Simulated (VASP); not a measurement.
# Si (P6_3/mmc) in VASP: notebook

Aim: see how the results for Si move with the level of theory and the settings. Levels: PBEsol, PBE. Tasks: relaxation of cell and atoms.

Everything below comes from runs of VASP 6.6.1. Logs are shortened: lines on timing, memory, paths and dates and some standing lists are left out, and cuts for length are marked.

### 1 The structure

Symmetry: P6_3/mmc, No. 194, hexagonal system. The conventional cell has a = 3.831 Å, b = 3.831 Å, c = 6.333 Å, α = 90.00°, β = 90.00°, γ = 120.00°. Si (site symmetry 3m) is surrounded by 4 Si at 2.35 to 2.37 Å.

This isn't the form of Si at room conditions, which is diamond.

### 2 Relaxation of cell and atoms, PBEsol

File INCAR:

```
PREC = Accurate
ENCUT = 600
EDIFF = 1E-6
ISMEAR = 0
SIGMA = 0.03
LREAL = False
LASPH = True
NELM = 80
ALGO = Normal
ISIF = 3
LWAVE = False
LCHARG = False
GGA = PS
IBRION = 2
NSW = 90
EDIFFG = -0.01
```

File KPOINTS:

```
Automatic mesh
0
Gamma
  9 9 4
```

File POSCAR:

```
Si
1.0
    3.8313174605      0.0000000000      0.0000000000
   -1.9156587303      3.3180182508      0.0000000000
    0.0000000000      0.0000000000      6.3326220002
Si
4
Direct
    0.3333333300      0.6666666700      0.0630095000
    0.6666666700      0.3333333300      0.5630095000
    0.3333333300      0.6666666700      0.4369905000
    0.6666666700      0.3333333300      0.9369905000
```

Potentials or basis: VASP PAW PBE potentials, release 64 (Si).

On the command line:

```sh
cat potpaw_PBE.64/Si/POTCAR > POTCAR
mpirun -np 1 vasp_std > vasp.out
```

OUTCAR:

```text
PREC = Accurate
   ENCUT = 600
   EDIFF = 1E-6
   ISMEAR = 0
   LREAL = False
   LASPH = True
   NELM = 80
   ISIF = 3
   GGA = PS
   IBRION = 2
   NSW = 90
   EDIFFG = -0.01

 ion  position               nearest neighbor table
   1  0.333  0.667  0.063-   4 2.35   4 2.35   4 2.35   3 2.37
   2  0.667  0.333  0.563-   3 2.35   3 2.35   3 2.35   4 2.37
   3  0.333  0.667  0.437-   2 2.35   2 2.35   2 2.35   1 2.37
   4  0.667  0.333  0.937-   1 2.35   1 2.35   1 2.35   2 2.37

  LATTYP: Found a hexagonal cell.
 ALAT       =     3.8313174605
 C/A-ratio  =     1.6528575524

  Lattice vectors:

 A1 = (   3.8313174605,   0.0000000000,   0.0000000000)
 A2 = (  -1.9156587303,   3.3180182508,   0.0000000000)
 A3 = (   0.0000000000,   0.0000000000,   6.3326220002)

Analysis of symmetry for initial positions (statically):
=====================================================================
 Subroutine PRICEL returns:
 Original cell was already a primitive cell.

 Routine SETGRP: Setting up the symmetry group for a
 hexagonal supercell.

 Subroutine GETGRP returns: Found 24 space group operations
 (whereof 12 operations were pure point group operations)
 out of a pool of 24 trial point group operations.

The static configuration has the point symmetry D_3d.
 The point group associated with its full space group is D_6h.

Analysis of symmetry for dynamics (positions and initial velocities):
=====================================================================
 Subroutine PRICEL returns:
 Original cell was already a primitive cell.

 Routine SETGRP: Setting up the symmetry group for a
 hexagonal supercell.

 Subroutine GETGRP returns: Found 24 space group operations
 (whereof 12 operations were pure point group operations)
 out of a pool of 24 trial point group operations.

The dynamic configuration has the point symmetry D_3d.
 The point group associated with its full space group is D_6h.

 Subroutine INISYM returns: Found 24 space group operations
 (whereof 12 operations are pure point group operations),
 and found     1 'primitive' translations

----------------------------------------------------------------------------------------

                                     Primitive cell

  volume of cell :      80.5027

  direct lattice vectors                    reciprocal lattice vectors
     3.831317461  0.000000000  0.000000000     0.261006823  0.150692360  0.000000000
    -1.915658730  3.318018251  0.000000000     0.000000000  0.301384720  0.000000000
     0.000000000  0.000000000  6.332622000     0.000000000  0.000000000  0.157912473

  length of vectors
     3.831317461  3.831317461  6.332622000     0.301384720  0.301384720  0.157912473

  position of ions in fractional coordinates (direct lattice)
     0.333333330  0.666666670  0.063009500
     0.666666670  0.333333330  0.563009500
     0.333333330  0.666666670  0.436990500
     0.666666670  0.333333330  0.936990500

  ion indices of the primitive-cell ions
   primitive index   ion index
                 1           1
                 2           2
                 3           3
                 4           4

----------------------------------------------------------------------------------------

 KPOINTS: Automatic mesh

Automatic generation of k-mesh.
 Grid dimensions read from file:
 generate k-points for:    9    9    4

 Generating k-lattice:

  Cartesian coordinates                     Fractional coordinates (reciprocal lattice)
     0.029000758  0.016743596  0.000000000     0.111111111  0.000000000  0.000000000
     0.000000000  0.033487191  0.000000000     0.000000000  0.111111111  0.000000000
     0.000000000  0.000000000  0.039478118     0.000000000  0.000000000  0.250000000

  Length of vectors
     0.033487191  0.033487191  0.039478118

  Shift w.r.t. Gamma in fractional coordinates (k-lattice)
     0.000000000  0.000000000  0.000000000

 Subroutine IBZKPT returns following result:
 ===========================================

 Found     36 irreducible k-points:

 Following reciprocal coordinates:
            Coordinates               Weight
  0.000000  0.000000  0.000000      1.000000
  0.111111  0.000000  0.000000      6.000000
  0.222222  0.000000  0.000000      6.000000
  0.333333  0.000000  0.000000      6.000000
  0.444444  0.000000  0.000000      6.000000
  0.111111  0.111111  0.000000      6.000000
[... 16 lines left out ...]
  0.333333  0.222222  0.250000     24.000000
  0.333333  0.333333  0.250000      4.000000
 [... further k-points ...]
   k-points           NKPTS =     36   k-points in BZ     NKDIM =     36   number of bands    NBANDS=     12
   number of dos      NEDOS =    301   number of ions     NIONS =      4
   total plane-waves  NPLWV =  55296
   dimension x,y,z NGX =    32 NGY =   32 NGZ =   54
   dimension x,y,z NGXF=    64 NGYF=   64 NGZF=  108
   ions per type =               4
   NGX,Y,Z   is equivalent  to a cutoff of  13.89, 13.89, 14.18 a.u.
   NGXF,Y,Z  is equivalent  to a cutoff of  27.77, 27.77, 28.35 a.u.
 SYSTEM =  unknown system
   PREC   = accura    normal or accurate (medium, high low for compatibility)
   ISTART =      0    job   : 0-new  1-cont  2-samecut
   ICHARG =      2    charge: 1-file 2-atom 10-const
   ISPIN  =      1    spin polarized calculation?
   LNONCOLLINEAR =      F non collinear calculations
   LSORBIT =      F    spin-orbit coupling
   LASPH  =      T    aspherical Exc in radial PAW
   ENCUT  =  600.0 eV  44.10 Ry    6.64 a.u.   7.65  7.65 12.65*2*pi/ulx,y,z
   NELM   =     80;   NELMIN=  2; NELMDL= -5     # of ELM steps
   EDIFF  = 0.1E-05   stopping-criterion for ELM
   LREAL  =      F    real-space projection
   EDIFFG = -.1E-01   stopping-criterion for IOM
   NSW    =     90    number of steps for IOM
   IBRION =      2    ionic relax: 0-MD 1-quasi-New 2-CG
   NFREE  =      1    steps in history (QN), initial steepest desc. (CG)
   ISIF   =      3    stress and relaxation
   ISYM   =      2    0-nonsym 1-usesym 2-fastsym
   POTIM  = 0.5000    time-step for ionic-motion
   TEBEG  =    0.0;   TEEND  =   0.0 temperature during run
   PSTRESS=    0.0 pullay stress
   NELECT =      16.0000    total number of electrons
   NUPDOWN=      -1.0000    fix difference up-down
   EMIN   =  10.00;   EMAX   =-10.00  energy-range for DOS
   EFERMI =   0.00;   METHOD = LEGACY
   ISMEAR =     0;   SIGMA  =   0.03  broadening in eV -4-tet -1-fermi 0-gaus
   EFERMI_NEDOS =   21; number of points for ismear=-14 and -15
   IALGO  =     38    algorithm
   IMIX   =      4    mixing-type and parameters
     AMIX     =   0.40;   BMIX     =  1.00
     AMIX_MAG =   1.60;   BMIX_MAG =  1.00
  volume/ion in A,a.u.               =      20.13       135.81
  Fermi-wavevector in a.u.,A,eV,Ry     =   0.955384  1.805414 12.418837  0.912759
  Thomas-Fermi vector in A             =   2.084217
   LORBIT       =      0    0 simple, 1 ext, 2 COOP (PROOUT), +10 PAW based schemes
   GGA     = PS    functional components
   LHFCALC =     F    Hartree Fock is set to
   AEXX    =    0.0000 exact exchange contribution
   IVDW    =     0    specifies the selected vdW correction
   LEPSILON=     F    determine dielectric tensor
   LRPA    =     F    only Hartree local field effects (RPA)
 conjugate gradient relaxation of ions
 non-spin polarized calculation
 Gauss-broadening in eV      SIGMA  =   0.03
  energy-cutoff  :      600.00
  volume of cell :       80.50
 maximum number of plane-waves:      2738
 NGX is ok and might be reduce to    32
   NGX = 15   NGY = 15   NGZ = 25

--------------------------------------- Ionic step        1  -------------------------------------------

 number of electron      16.0000000 magnetization

 Free energy of the ion-electron system (eV)
  ---------------------------------------------------
  ext. energy  EPLUGINS =         0.00000000
  ---------------------------------------------------
  free energy    TOTEN  =       -22.94766791 eV

  energy without entropy =      -22.94766791  energy(sigma->0) =      -22.94766791

------------------------ aborting loop because EDIFF is reached ----------------------------------------

  FORCE on cell =-STRESS in cart. coord.  units (eV):
  Direction    XX          YY          ZZ          XY          YZ          ZX
  --------------------------------------------------------------------------------------
  -------------------------------------------------------------------------------------
  Total       -0.1666413     -0.1666413     -0.1515529      0.0000000      0.0000000     -0.0000000
  in kB       -3.3165216     -3.3165216     -3.0162292      0.0000000      0.0000000     -0.0000000
  external PRESSURE =      -3.2164241 kB  Pullay stress =       0.0000000 kB
[... 61 lines left out ...]
  energy  without entropy=      -22.9478299359  energy(sigma->0) =      -22.94782994

--------------------------------------- Ionic step        3  -------------------------------------------

 number of electron      16.0000000 magnetization

 Free energy of the ion-electron system (eV)
  ---------------------------------------------------
  ext. energy  EPLUGINS =         0.00000000
  ---------------------------------------------------
  free energy    TOTEN  =       -22.94796398 eV

  energy without entropy =      -22.94796398  energy(sigma->0) =      -22.94796398

 E-fermi :   6.1973     XC(G=0):  -9.5420

 val. band max:        6.0318575455   @ k =   0.0000   0.0000   0.0000
 cond. band min:       6.3622673271   @ k =   0.4444   0.0000   0.0000
 fundamental gap:      0.3304097816
 Fermi energy:         6.1972732702

 k-point     1 :       0.0000    0.0000    0.0000
  band No.  band energies     occupation
      1      -6.2205      2.00000
      2      -3.9120      2.00000
      3      -1.2502      2.00000
      4       4.4979      2.00000
      5       4.4979      2.00000
      6       5.6758      2.00000
      7       6.0319      2.00000
      8       6.0319      2.00000
      9       6.9948      0.00000
     10       7.9770      0.00000
     11       7.9770      0.00000
     12       8.3250      0.00000
[... 331 lines left out ...]
 k-point    24 :       0.3333    0.3333    0.2500
  band No.  band energies     occupation
      1      -2.9152      2.00000
      2      -2.9152      2.00000
      3      -1.0107      2.00000
      4      -1.0107      2.00000
      5       0.9441      2.00000
      6       2.2046      2.00000
      7       3.1450      2.00000
      8       3.1450      2.00000
      9       7.5719      0.00000
     10       8.8926      0.00000
     11       8.8926      0.00000
     12      11.2869      0.00000

 [... further k-points ...]

------------------------ aborting loop because EDIFF is reached ----------------------------------------

  FORCE on cell =-STRESS in cart. coord.  units (eV):
  Direction    XX          YY          ZZ          XY          YZ          ZX
  --------------------------------------------------------------------------------------
  -------------------------------------------------------------------------------------
  Total        0.0058484      0.0058484     -0.0030605     -0.0000000     -0.0000000      0.0000000
  in kB        0.1168072      0.1168072     -0.0611257     -0.0000000     -0.0000000      0.0000000
  external PRESSURE =       0.0574962 kB  Pullay stress =       0.0000000 kB
[... 19 lines left out ...]
  FREE ENERGIE OF THE ION-ELECTRON SYSTEM (eV)
  ---------------------------------------------------
  free  energy   TOTEN  =       -22.9479639793 eV

  energy  without entropy=      -22.9479639793  energy(sigma->0) =      -22.94796398

 reached required accuracy - stopping structural energy minimisation
```

Wall time 27 s (1 thread of Intel Xeon 6975P-C (Granite Rapids), shared host); peak memory 0.23 GiB.

What came out:

| Quantity | Value |
| --- | --- |
| Free energy | -22.9480 eV |
| Relaxed volume | 20.05 Å³/atom |
| Relaxed cell | a = 3.827 Å, b = 3.827 Å, c = 6.326 Å, α = 90.00°, β = 90.00°, γ = 120.00° |
| Space group after relaxing (to 0.05 Å) | P6_3/mmc (No. 194) |
| Energy gained by relaxing | 0.1 meV/atom |
| Ionic steps | 3 |
| Pressure after relaxing | 0.0 GPa |
| Band gap on the k mesh | 0.33 eV, indirect (least direct gap 0.96 eV) |

The path:
| step | energy change (eV) | largest force (eV/Å) | pressure (GPa) | volume (Å³) |
| --- | --- | --- | --- | --- |
| 1 | 0.0000 | 0.0082 | -0.32 | 80.50 |
| 2 | -0.0002 | 0.0064 | 0.22 | 80.03 |
| 3 | -0.0003 | 0.0005 | 0.01 | 80.22 |

Final structure:
```cif
data_structure
_symmetry_space_group_name_H-M 'P 1'
_symmetry_Int_Tables_number 1
_cell_length_a 3.8267
_cell_length_b 3.8267
_cell_length_c 6.3256
_cell_angle_alpha 90.000
_cell_angle_beta 90.000
_cell_angle_gamma 120.000
_cell_volume 80.22
loop_
_atom_site_label
_atom_site_type_symbol
_atom_site_fract_x
_atom_site_fract_y
_atom_site_fract_z
_atom_site_occupancy
Si1 Si 0.33333 0.66667 0.06297 1
Si2 Si 0.66667 0.33333 0.56297 1
Si3 Si 0.33333 0.66667 0.43703 1
Si4 Si 0.66667 0.33333 0.93703 1
```

Caveat: the PAW data sets were made with another functional, which shifts forces and pressure a little; an odd mesh through Γ misses points on the zone boundary, where band edges often lie.

(Part 1 of 2 ends here.)
